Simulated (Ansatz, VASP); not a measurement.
One calculation of Al, two programs

```
CELL_PARAMETERS angstrom
-1.59122 1.59122 1.59122
1.59122 -1.59122 1.59122
1.59122 1.59122 -1.59122
ATOMIC_POSITIONS crystal
Al 0.00000 0.00000 0.00000
```

This isn't the form of Al at room conditions, which is fcc.

Alike in both runs: task single point; functional r2SCAN0; k mesh 7 × 7 × 7; collinear spin.

```csv
,VASP,Ansatz
version,VASP 6.6.1,Ansatz 0.2.0
potentials or method,"VASP PAW PBE potentials, release 64 (Al)",SG15 NC
plane-wave cutoff (eV),520,816
occupations,"methfessel-paxton of order 1, width 0.01 eV","cold, width 0.01 eV"
valence electrons in the cell,3,11
```

```tsv
	VASP	Ansatz	Ansatz less VASP
gap on the k mesh at the Fermi level (eV)	none	none	-
pressure (GPa)	-0.3	0.8	+1.11
net moment per atom (μB)	0.09	0.09	0.000
size of the moment on the site where the two differ most (μB)	0.04	0.05	+0.013
```

Site moments also hang on the region over which each program counts them. A gap of «none» marks a metal or a gap that the smearing closes. The two sets of potentials don't hold the same shells in valence.

Caveats: the k mesh is coarse (spacing up to 0.40 Å⁻¹), so the values aren't converged, least of all with exact exchange; the PAW data sets were made with another functional, which shifts forces and pressure a little (VASP); the pressure holds a Pulay correction of +1.4 GPa for the finite cutoff (Ansatz); the potentials were made for another functional, which shifts forces and pressure (Ansatz); the thresholds are loose for stress (Ansatz).
